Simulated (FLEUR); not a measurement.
# ZnS (F-43m) in FLEUR: a series of runs, part 2 of 2

FLEUR MaX-R8.1 (later development tree). Earlier steps stand in the parts before.

### 3 Equation of state, r2SCAN, 18.54 Å³/atom (volume scaled by 0.94)

Changes to inp.xml since step 2:

```diff
@@ -6,3 +6,3 @@
    <calculationSetup>
-      <cutoffs Kmax="5.1" Gmax="15.8" GmaxXC="15.8" numbands="0"/>
+      <cutoffs Kmax="5.27" Gmax="16.3" GmaxXC="16.3" numbands="0"/>
       <scfLoop itmax="80" minDistance="0.0001" maxIterBroyd="30" imix="Anderson" alpha="0.05" precondParam="0.0" spinf="2.0" sdNocoIR="T"/>
@@ -27,3 +27,3 @@
       <xi:include xmlns:xi="http://www.w3.org/2001/XInclude" href="sym.xml"> </xi:include>
-      <bulkLattice scale="1.0">
+      <bulkLattice scale="0.9795861087">
          <bravaisMatrix>
@@ -37,3 +37,3 @@
       <species name="Zinc (Zn)" element="Zn" atomicNumber="30">
-         <mtSphere radius="2.18" gridPoints="721" logIncrement="0.017"/>
+         <mtSphere radius="2.11" gridPoints="721" logIncrement="0.017"/>
          <atomicCutoffs lmax="9" lnonsphr="9"/>
@@ -52,3 +52,3 @@
       <species name="Sulfur (S)" element="S" atomicNumber="16">
-         <mtSphere radius="1.92" gridPoints="635" logIncrement="0.018"/>
+         <mtSphere radius="1.86" gridPoints="635" logIncrement="0.018"/>
          <atomicCutoffs lmax="8" lnonsphr="8"/>
```

Potentials or basis: all-electron, FLAPW.

Launch:

```
inpgen -f crystal.txt -profile fastHighL
# inp.xml edited to the form shown
fleur_MPI
```

Standard output:

```text
Welcome to FLEUR        (www.flapw.de)
      MaX-Release 8.1          (www.max-centre.eu)
 func_ids         498         497         498         497
 MetaGGA potential functional detected - V_tau will be computed
 Auxiliary Potential for radial basis: exchange=         117  correlation=         130
The functional 'Re-regularized SCAN exchange by Furness et al' is an exchange functional, it belongs to the 'MGGA' family and is defined in the reference(s):
[1] J. W. Furness, A. D. Kaplan, J. Ning, J. P. Perdew, and J. Sun.,  J. Phys. Chem. Lett. 11, 8208-8215 (2020)
[2] J. W. Furness, A. D. Kaplan, J. Ning, J. P. Perdew, and J. Sun.,  J. Phys. Chem. Lett. 11, 9248-9248 (2020)
The functional 'Re-regularized SCAN correlation by Furness et al' is a correlation functional, it belongs to the 'MGGA' family and is defined in the reference(s):
[1] J. W. Furness, A. D. Kaplan, J. Ning, J. P. Perdew, and J. Sun.,  J. Phys. Chem. Lett. 11, 8208-8215 (2020)
[2] J. W. Furness, A. D. Kaplan, J. Ning, J. P. Perdew, and J. Sun.,  J. Phys. Chem. Lett. 11, 9248-9248 (2020)
 Using same functional for VXC and EXC
[... 39 lines left out ...]
 Using same functional for VXC and EXC
 Iteration:     3   Distance:      16.08571581 me/bohr^3
The functional 'Hammer, Hansen, and Norskov' is an exchange functional, it belongs to the 'GGA' family and is defined in the reference(s):
[1] B. Hammer, L. B. Hansen, and J. K. Nørskov.,  Phys. Rev. B 59, 7413 (1999)
[... 61 lines left out ...]
The functional 'Hammer, Hansen, and Norskov' is an exchange functional, it belongs to the 'GGA' family and is defined in the reference(s):
[1] B. Hammer, L. B. Hansen, and J. K. Nørskov.,  Phys. Rev. B 59, 7413 (1999)
The functional 'Perdew, Burke & Ernzerhof' is a correlation functional, it belongs to the 'GGA' family and is defined in the reference(s):
[1] J. P. Perdew, K. Burke, and M. Ernzerhof.,  Phys. Rev. Lett. 77, 3865 (1996)
[2] J. P. Perdew, K. Burke, and M. Ernzerhof.,  Phys. Rev. Lett. 78, 1396 (1997)
 Using same functional for VXC and EXC
 Iteration:    13   Distance:       0.00017023 me/bohr^3
The functional 'Hammer, Hansen, and Norskov' is an exchange functional, it belongs to the 'GGA' family and is defined in the reference(s):
[1] B. Hammer, L. B. Hansen, and J. K. Nørskov.,  Phys. Rev. B 59, 7413 (1999)
The functional 'Perdew, Burke & Ernzerhof' is a correlation functional, it belongs to the 'GGA' family and is defined in the reference(s):
[1] J. P. Perdew, K. Burke, and M. Ernzerhof.,  Phys. Rev. Lett. 77, 3865 (1996)
[2] J. P. Perdew, K. Burke, and M. Ernzerhof.,  Phys. Rev. Lett. 78, 1396 (1997)
 Using same functional for VXC and EXC
 Iteration:    14   Distance:       0.00005722 me/bohr^3

 ********************************************************************
 Run finished successfully
 Stop message:
   all done
 ********************************************************************
```

Run time: 95 s. Hardware: 1 thread of Intel Xeon 6975P-C (Granite Rapids), shared host; peak memory 0.09 GiB.

Results:

```
Free energy                                           : -59747.3583 eV
Band gap on the k mesh                                : 2.96 eV, direct
Valence electrons inside the program's atomic spheres : Zn 18.41; S 3.48 (radii Zn 2.11, S 1.86 bohr)
```

Caveat: the meta-GGA is that of a development version, with a GGA for the radial functions and cores and without core tails.

### 4 Equation of state, r2SCAN, 18.94 Å³/atom (volume scaled by 0.96)

Changes to inp.xml since step 3:

```diff
@@ -27,3 +27,3 @@
       <xi:include xmlns:xi="http://www.w3.org/2001/XInclude" href="sym.xml"> </xi:include>
-      <bulkLattice scale="0.9795861087">
+      <bulkLattice scale="0.9864848297">
          <bravaisMatrix>
```

Launch:

```
inpgen -f crystal.txt -profile fastHighL
# inp.xml edited to the form shown
fleur_MPI
```

Wall time 1.7 min (1 thread of Intel Xeon 6975P-C (Granite Rapids), shared host); peak memory 0.09 GiB.

It converged, with:

| Item | Value |
| --- | --- |
| Free energy | -59747.3768 eV |
| Band gap on the k mesh | 2.87 eV, direct |
| Valence electrons inside the program's atomic spheres | Zn 18.39; S 3.47 (radii Zn 2.11, S 1.86 bohr) |

Caveat: the meta-GGA is that of a development version, with a GGA for the radial functions and cores and without core tails.

### 5 Equation of state, r2SCAN, 19.73 Å³/atom

Changes to inp.xml since step 4:

```diff
@@ -27,3 +27,3 @@
       <xi:include xmlns:xi="http://www.w3.org/2001/XInclude" href="sym.xml"> </xi:include>
-      <bulkLattice scale="0.9864848297">
+      <bulkLattice scale="1.0000000000">
          <bravaisMatrix>
```

Launch:

```
inpgen -f crystal.txt -profile fastHighL
# inp.xml edited to the form shown
fleur_MPI
```

It took 1.8 min on 1 thread of Intel Xeon 6975P-C (Granite Rapids), shared host; peak memory 0.09 GiB.

The run converged. Its results:

- Free energy: -59747.3870 eV
- Band gap on the k mesh: 2.68 eV, direct
- Valence electrons inside the program's atomic spheres: Zn 18.35; S 3.45 (radii Zn 2.11, S 1.86 bohr)

Caveat: the meta-GGA is that of a development version, with a GGA for the radial functions and cores and without core tails.

### 6 Equation of state, r2SCAN, 20.52 Å³/atom (volume scaled by 1.04)

Changes to inp.xml since step 5:

```diff
@@ -27,3 +27,3 @@
       <xi:include xmlns:xi="http://www.w3.org/2001/XInclude" href="sym.xml"> </xi:include>
-      <bulkLattice scale="1.0000000000">
+      <bulkLattice scale="1.0131594038">
          <bravaisMatrix>
```

Potentials or basis: all-electron, FLAPW.

Launch:

```
inpgen -f crystal.txt -profile fastHighL
# inp.xml edited to the form shown
fleur_MPI
```

Run time: 2.1 min. Hardware: 1 thread of Intel Xeon 6975P-C (Granite Rapids), shared host; peak memory 0.09 GiB.

Results (log left out):

```yaml
Free_energy: -59747.3675 eV
Band_gap_on_the_k_mesh: 2.50 eV, direct
Valence_electrons_inside_the_program's_atomic_spheres: Zn 18.32; S 3.43 (radii Zn 2.11, S 1.86 bohr)
```

Caveat: the meta-GGA is that of a development version, with a GGA for the radial functions and cores and without core tails.

### 7 Equation of state, r2SCAN, 20.91 Å³/atom (volume scaled by 1.06)

Changes to inp.xml since step 6:

```diff
@@ -27,3 +27,3 @@
       <xi:include xmlns:xi="http://www.w3.org/2001/XInclude" href="sym.xml"> </xi:include>
-      <bulkLattice scale="1.0131594038">
+      <bulkLattice scale="1.0196128224">
          <bravaisMatrix>
```

Launch:

```
inpgen -f crystal.txt -profile fastHighL
# inp.xml edited to the form shown
fleur_MPI
```

It took 2.2 min on 1 thread of Intel Xeon 6975P-C (Granite Rapids), shared host; peak memory 0.1 GiB.

The run converged. Its results:

| Property | Result |
| --- | --- |
| Free energy | -59747.3484 eV |
| Band gap on the k mesh | 2.42 eV, direct |
| Valence electrons inside the program's atomic spheres | Zn 18.31; S 3.42 (radii Zn 2.11, S 1.86 bohr) |

Caveat: the meta-GGA is that of a development version, with a GGA for the radial functions and cores and without core tails.

### 8 Equation of state, r2SCAN

No new run: the results of the series are fitted here.

What came out:

* Equilibrium volume: 19.58 Å³/atom
* Bulk modulus: 78 GPa

Energy against volume, from the lowest point:
```tsv
volume (Å³/atom)	energy (meV/atom)
18.543	14.39
18.938	5.14
19.727	0.00
20.516	9.78
20.910	19.31
```

Caveat: the meta-GGA is that of a development version, with a GGA for the radial functions and cores and without core tails.

### 9 How close it comes

Step 2. A measured gap of ZnS is 3.85 eV (direct; 19 K; quoted in “Electronic, vibrational, and thermodynamic properties of ZnS (zincblende and rocksalt structure)”, 2009, arxiv:0911.5022); the calculated 2.68 eV misses it by -1.17 eV. The value is that of r2SCAN, without temperature or zero-point motion.

Step 8. Measured bulk modulus of ZnS: 76.9 GPa (quoted in “Electronic, vibrational, and thermodynamic properties of ZnS (zincblende and rocksalt structure)”, 2009, arxiv:0911.5022). This calculation gives 78 GPa (+1.3 %). The fit is for a static lattice scaled at fixed shape and fixed fractional positions.
